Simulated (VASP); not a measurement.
# CaF2 (Fluorite) (Fm-3m) in VASP: a series of runs

Runs on CaF2 (Fluorite). Level: PBE. Tasks: single point, relaxation of cell and atoms.

Everything below comes from runs of VASP 6.6.1. Logs are shortened: lines on timing, memory, paths and dates and some standing lists are left out, and cuts for length are marked.

## 1. The structure

The structure is cubic, space group Fm-3m (No. 225). Conventional cell: a = 5.510 Å, b = 5.510 Å, c = 5.510 Å, α = 90.00°, β = 90.00°, γ = 90.00°. Ca (site symmetry m-3m) is surrounded by 8 F at 2.39 Å. F (site symmetry -43m) has 4 Ca at 2.39 Å as nearest neighbours.

## 2. Single point, PBE

File INCAR:

```
SYSTEM = CaF2
  PREC = Accurate
  ENCUT = 520
  EDIFF = 1E-6
  ISMEAR = 0
  SIGMA = 0.02
  LREAL = .FALSE.
  LASPH = .TRUE.
  NELM = 80
  ALGO = Normal
  ISIF = 2
  LWAVE = .FALSE.
  LCHARG = .FALSE.
  GGA = PE
  NBANDS = 19
```

File KPOINTS:

```
regular mesh
0
G
  8 8 8
  0 0 0
```

File POSCAR:

```
CaF2
1.0
    0.0000000000      2.7552132234      2.7552132234
    2.7552132234      0.0000000000      2.7552132234
    2.7552132234      2.7552132234      0.0000000000
Ca F
1 2
Direct
    0.0000000000      0.0000000000      0.0000000000
    0.2500000000      0.2500000000      0.2500000000
    0.7500000000      0.7500000000      0.7500000000
```

Potentials or basis: VASP PAW PBE potentials, release 64 (Ca_sv, F).

On the command line:

```
$ cat potpaw_PBE.64/Ca_sv/POTCAR potpaw_PBE.64/F/POTCAR > POTCAR
$ mpirun -np 1 vasp_std > vasp.out
```

OUTCAR:

```text
SYSTEM = CaF2
   PREC = Accurate
   ENCUT = 520
   EDIFF = 1E-6
   ISMEAR = 0
   LREAL = .FALSE.
   LASPH = .TRUE.
   NELM = 80
   ISIF = 2
   GGA = PE

 ion  position               nearest neighbor table
   1  0.000  0.000  0.000-   3 2.39   3 2.39   3 2.39   2 2.39   3 2.39   2 2.39   2 2.39   2 2.39

   2  0.250  0.250  0.250-   1 2.39   1 2.39   1 2.39   1 2.39
   3  0.750  0.750  0.750-   1 2.39   1 2.39   1 2.39   1 2.39

  LATTYP: Found a face centered cubic cell.
 ALAT       =     5.5104264468

  Lattice vectors:

 A1 = (   0.0000000000,   2.7552132234,   2.7552132234)
 A2 = (   2.7552132234,   0.0000000000,   2.7552132234)
 A3 = (   2.7552132234,   2.7552132234,   0.0000000000)

Analysis of symmetry for initial positions (statically):
=====================================================================
 Subroutine PRICEL returns:
 Original cell was already a primitive cell.

 Routine SETGRP: Setting up the symmetry group for a
 face centered cubic supercell.

 Subroutine GETGRP returns: Found 48 space group operations
 (whereof 48 operations were pure point group operations)
 out of a pool of 48 trial point group operations.

The static configuration has the point symmetry O_h .

Analysis of symmetry for dynamics (positions and initial velocities):
=====================================================================
 Subroutine PRICEL returns:
 Original cell was already a primitive cell.

 Routine SETGRP: Setting up the symmetry group for a
 face centered cubic supercell.

 Subroutine GETGRP returns: Found 48 space group operations
 (whereof 48 operations were pure point group operations)
 out of a pool of 48 trial point group operations.

The dynamic configuration has the point symmetry O_h .

 Subroutine INISYM returns: Found 48 space group operations
 (whereof 48 operations are pure point group operations),
 and found     1 'primitive' translations

----------------------------------------------------------------------------------------

                                     Primitive cell

  volume of cell :      41.8307

  direct lattice vectors                    reciprocal lattice vectors
     0.000000000  2.755213223  2.755213223    -0.181474158  0.181474158  0.181474158
     2.755213223  0.000000000  2.755213223     0.181474158 -0.181474158  0.181474158
     2.755213223  2.755213223  0.000000000     0.181474158  0.181474158 -0.181474158

  length of vectors
     3.896459908  3.896459908  3.896459908     0.314322462  0.314322462  0.314322462

  position of ions in fractional coordinates (direct lattice)
     0.000000000  0.000000000  0.000000000
     0.250000000  0.250000000  0.250000000
     0.750000000  0.750000000  0.750000000

  ion indices of the primitive-cell ions
   primitive index   ion index
                 1           1
                 2           2
                 3           3

----------------------------------------------------------------------------------------

 KPOINTS: regular mesh

Automatic generation of k-mesh.
 Grid dimensions read from file:
 generate k-points for:    8    8    8

 Generating k-lattice:

  Cartesian coordinates                     Fractional coordinates (reciprocal lattice)
    -0.022684270  0.022684270  0.022684270     0.125000000  0.000000000  0.000000000
     0.022684270 -0.022684270  0.022684270     0.000000000  0.125000000  0.000000000
     0.022684270  0.022684270 -0.022684270     0.000000000  0.000000000  0.125000000

  Length of vectors
     0.039290308  0.039290308  0.039290308

  Shift w.r.t. Gamma in fractional coordinates (k-lattice)
     0.000000000  0.000000000  0.000000000

 Subroutine IBZKPT returns following result:
 ===========================================

 Found     29 irreducible k-points:

 Following reciprocal coordinates:
            Coordinates               Weight
  0.000000  0.000000  0.000000      1.000000
  0.125000  0.000000  0.000000      8.000000
  0.250000  0.000000  0.000000      8.000000
  0.375000  0.000000  0.000000      8.000000
  0.500000  0.000000  0.000000      4.000000
  0.125000  0.125000  0.000000      6.000000
[... 16 lines left out ...]
  0.500000  0.250000  0.125000     48.000000
 -0.375000  0.250000  0.125000     24.000000
 [... further k-points ...]
   k-points           NKPTS =     29   k-points in BZ     NKDIM =     29   number of bands    NBANDS=     19
   number of dos      NEDOS =    301   number of ions     NIONS =      3
   total plane-waves  NPLWV =  27000
   dimension x,y,z NGX =    30 NGY =   30 NGZ =   30
   dimension x,y,z NGXF=    60 NGYF=   60 NGZF=   60
   ions per type =               1   2
   NGX,Y,Z   is equivalent  to a cutoff of  12.80, 12.80, 12.80 a.u.
   NGXF,Y,Z  is equivalent  to a cutoff of  25.60, 25.60, 25.60 a.u.
 SYSTEM =  CaF2
   PREC   = accura    normal or accurate (medium, high low for compatibility)
   ISTART =      0    job   : 0-new  1-cont  2-samecut
   ICHARG =      2    charge: 1-file 2-atom 10-const
   ISPIN  =      1    spin polarized calculation?
   LNONCOLLINEAR =      F non collinear calculations
   LSORBIT =      F    spin-orbit coupling
   LASPH  =      T    aspherical Exc in radial PAW
   ENCUT  =  520.0 eV  38.22 Ry    6.18 a.u.   7.24  7.24  7.24*2*pi/ulx,y,z
   NELM   =     80;   NELMIN=  2; NELMDL= -5     # of ELM steps
   EDIFF  = 0.1E-05   stopping-criterion for ELM
   LREAL  =      F    real-space projection
   EDIFFG = 0.1E-04   stopping-criterion for IOM
   NSW    =      0    number of steps for IOM
   IBRION =     -1    ionic relax: 0-MD 1-quasi-New 2-CG
   NFREE  =      0    steps in history (QN), initial steepest desc. (CG)
   ISIF   =      2    stress and relaxation
   ISYM   =      2    0-nonsym 1-usesym 2-fastsym
   POTIM  = 0.5000    time-step for ionic-motion
   TEBEG  =    0.0;   TEEND  =   0.0 temperature during run
   PSTRESS=    0.0 pullay stress
   NELECT =      24.0000    total number of electrons
   NUPDOWN=      -1.0000    fix difference up-down
   EMIN   =  10.00;   EMAX   =-10.00  energy-range for DOS
   EFERMI =   0.00;   METHOD = LEGACY
   ISMEAR =     0;   SIGMA  =   0.02  broadening in eV -4-tet -1-fermi 0-gaus
   EFERMI_NEDOS =   21; number of points for ismear=-14 and -15
   IALGO  =     38    algorithm
   IMIX   =      4    mixing-type and parameters
     AMIX     =   0.40;   BMIX     =  1.00
     AMIX_MAG =   1.60;   BMIX_MAG =  1.00
  volume/ion in A,a.u.               =      13.94        94.10
  Fermi-wavevector in a.u.,A,eV,Ry     =   1.360338  2.570665 25.177831  1.850518
  Thomas-Fermi vector in A             =   2.487008
   LORBIT       =      0    0 simple, 1 ext, 2 COOP (PROOUT), +10 PAW based schemes
   GGA     = PE    functional components
   LHFCALC =     F    Hartree Fock is set to
   AEXX    =    0.0000 exact exchange contribution
   IVDW    =     0    specifies the selected vdW correction
   LEPSILON=     F    determine dielectric tensor
   LRPA    =     F    only Hartree local field effects (RPA)
 non-spin polarized calculation
 Gauss-broadening in eV      SIGMA  =   0.02
  energy-cutoff  :      520.00
  volume of cell :       41.83
 maximum number of plane-waves:      1158
 NGX is ok and might be reduce to    30
   NGX = 15   NGY = 15   NGZ = 15

 number of electron      23.9999996 magnetization

 Free energy of the ion-electron system (eV)
  ---------------------------------------------------
  ext. energy  EPLUGINS =         0.00000000
  ---------------------------------------------------
  free energy    TOTEN  =       -17.34028591 eV

  energy without entropy =      -17.34028591  energy(sigma->0) =      -17.34028591

 E-fermi :  -0.8852     XC(G=0):  -9.5009

 val. band max:       -1.1078847687   @ k =   0.5000   0.5000   0.0000
 cond. band min:       6.0144903548   @ k =   0.0000   0.0000   0.0000
 fundamental gap:      7.1223751234
 Fermi energy:        -0.8852302694

 k-point     1 :       0.0000    0.0000    0.0000
  band No.  band energies     occupation
      1     -37.2626      2.00000
      2     -20.9789      2.00000
      3     -20.2462      2.00000
      4     -18.2014      2.00000
      5     -18.2014      2.00000
      6     -18.2014      2.00000
[... 11 lines left out ...]
     18       9.9107      0.00000
     19      15.6179      0.00000

 k-point     2 :       0.1250    0.0000    0.0000
  band No.  band energies     occupation
      1     -37.2584      2.00000
      2     -21.0158      2.00000
      3     -20.2836      2.00000
      4     -18.2068      2.00000
      5     -18.2068      2.00000
      6     -18.1357      2.00000
[... 11 lines left out ...]
     18       9.8736      0.00000
     19      14.8974      0.00000

 k-point     3 :       0.2500    0.0000    0.0000
  band No.  band energies     occupation
      1     -37.2483      2.00000
      2     -21.0788      2.00000
      3     -20.4029      2.00000
      4     -18.2200      2.00000
      5     -18.2200      2.00000
      6     -17.9710      2.00000
[... 11 lines left out ...]
     18       9.7841      0.00000
     19      13.6108      0.00000

 k-point     4 :       0.3750    0.0000    0.0000
  band No.  band energies     occupation
      1     -37.2381      2.00000
      2     -21.1014      2.00000
      3     -20.5635      2.00000
      4     -18.2330      2.00000
      5     -18.2330      2.00000
      6     -17.8018      2.00000
[... 407 lines left out ...]
     18       9.9076      0.00000
     19      14.0677      0.00000

 k-point    23 :       0.5000    0.2500    0.1250
  band No.  band energies     occupation
      1     -37.2325      2.00000
      2     -21.0925      2.00000
      3     -20.6807      2.00000
      4     -18.2539      2.00000
      5     -18.0937      2.00000
      6     -17.8311      2.00000
[... 11 lines left out ...]
     18      10.5692      0.00000
     19      13.3612      0.00000

 k-point    24 :      -0.3750    0.2500    0.1250
  band No.  band energies     occupation
      1     -37.2291      2.00000
      2     -21.0290      2.00000
      3     -20.8128      2.00000
      4     -18.2605      2.00000
      5     -18.0501      2.00000
      6     -17.8107      2.00000
[... 11 lines left out ...]
     18      11.2223      0.00000
     19      12.7691      0.00000

 [... further k-points ...]

------------------------ aborting loop because EDIFF is reached ----------------------------------------

  FORCE on cell =-STRESS in cart. coord.  units (eV):
  Direction    XX          YY          ZZ          XY          YZ          ZX
  --------------------------------------------------------------------------------------
  -------------------------------------------------------------------------------------
  Total        0.0838271      0.0838271      0.0838271      0.0000000      0.0000000     -0.0000000
  in kB        3.2106976      3.2106976      3.2106976      0.0000000      0.0000000     -0.0000000
  external PRESSURE =       3.2106976 kB  Pullay stress =       0.0000000 kB

 VOLUME and BASIS-vectors are now :
 -----------------------------------------------------------------------------
  energy-cutoff  :      520.00
  volume of cell :       41.83
      direct lattice vectors                 reciprocal lattice vectors
     0.000000000  2.755213223  2.755213223    -0.181474158  0.181474158  0.181474158
     2.755213223  0.000000000  2.755213223     0.181474158 -0.181474158  0.181474158
     2.755213223  2.755213223  0.000000000     0.181474158  0.181474158 -0.181474158

 POSITION                                       TOTAL-FORCE (eV/Angst)
 -----------------------------------------------------------------------------------
      0.00000      0.00000      0.00000        -0.000000     -0.000000     -0.000000
      1.37761      1.37761      1.37761        -0.000000     -0.000000     -0.000000
      4.13282      4.13282      4.13282         0.000000      0.000000      0.000000
 -----------------------------------------------------------------------------------
    total drift:                                0.000000     -0.000000      0.000000

  FREE ENERGIE OF THE ION-ELECTRON SYSTEM (eV)
  ---------------------------------------------------
  free  energy   TOTEN  =       -17.3402859122 eV

  energy  without entropy=      -17.3402859122  energy(sigma->0) =      -17.34028591
```

It took 14 s on 1 thread of Intel Xeon Platinum 8559C (Emerald Rapids), shared host; peak memory 0.17 GiB.

Results:

```yaml
Free_energy: -17.3403 eV
Pressure: 0.3 GPa
Band_gap_on_the_k_mesh: 7.12 eV, indirect (least direct gap 7.37 eV)
```

A k mesh can miss the band edges. PBE gaps usually lie below the measured ones, often by a third to a half.

[end of part 1 of 2]
